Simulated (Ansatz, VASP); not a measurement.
**One calculation of Si, two programs**

File POSCAR:

```
Si
1.0
    0.0000000000      2.6908406871      2.6908406871
    2.6908406871      0.0000000000      2.6908406871
    2.6908406871      2.6908406871      0.0000000000
Si
2
Direct
    0.5000000000      0.5000000000      0.5000000000
    0.7500000000      0.7500000000      0.7500000000
```

INCAR.step1

```
  ALGO = Normal
  EDIFF = 1E-4
  ENCUT = 520
  GGA = PE
  ISMEAR = 0
  LASPH = T
  LCHARG = F
  LREAL = F
  LWAVE = T
  NBANDS = 11
  NELM = 60
  PREC = Accurate
  SIGMA = 0.02
```

INCAR.step2

```
  ALGO = Normal
  EDIFF = 1E-7
  ENCUT = 520
  ISIF = 2
  ISMEAR = 0
  ISTART = 1
  LASPH = T
  LCHARG = F
  LMIXTAU = T
  LREAL = F
  LWAVE = F
  METAGGA = R2SCAN
  NBANDS = 11
  NELM = 60
  PREC = Accurate
  SIGMA = 0.02
```

KPOINTS

```
k-points
0
Gamma
  10 10 10
```

Input for Ansatz:

```yaml
crystal:
  lattice:
    - [0.0, 2.6908406871, 2.6908406871]
    - [2.6908406871, 0.0, 2.6908406871]
    - [2.6908406871, 2.6908406871, 0.0]
  atoms:
    - { symbol: Si, position: [0.5, 0.5, 0.5] }
    - { symbol: Si, position: [0.75, 0.75, 0.75] }
basis:
  ecutwfc: 500
kpoints:
  mp_grid: { grid: [10, 10, 10] }
hamiltonian:
  xc: r2scan
scf:
  occupations: { method: gaussian, width: 0.02 }
output:
  forces: true
  stress: true
  eigenvalues: true
  populations: true
```

Alike in both runs: task single point; functional r2SCAN; k mesh 10 × 10 × 10; occupations gaussian, width 0.02 eV; no spin polarisation.

|  | VASP | Ansatz |
| --- | --- | --- |
| version | VASP 6.6.1 | Ansatz 0.2.0 |
| potentials or method | VASP PAW PBE potentials, release 64 (Si) | scalar-relativistic, plane waves, PAW |
| plane-wave cutoff (eV) | 520 | 500 |
| valence electrons in the cell | 8 | 8 |

|  | VASP | Ansatz | Ansatz less VASP |
| --- | --- | --- | --- |
| gap on the k mesh at the Fermi level (eV) | 0.73 | 0.72 | -0.016 |
| least direct gap on the mesh (eV) | 2.77 | 2.75 | -0.017 |
| pressure (GPa) | 3.4 | 3.6 | +0.26 |

The functional is the same, so the differences come from potentials, cutoffs and numerics.

Caveats: the PAW data sets were made with another functional, which shifts forces and pressure a little (VASP). A k mesh can miss the band edges.
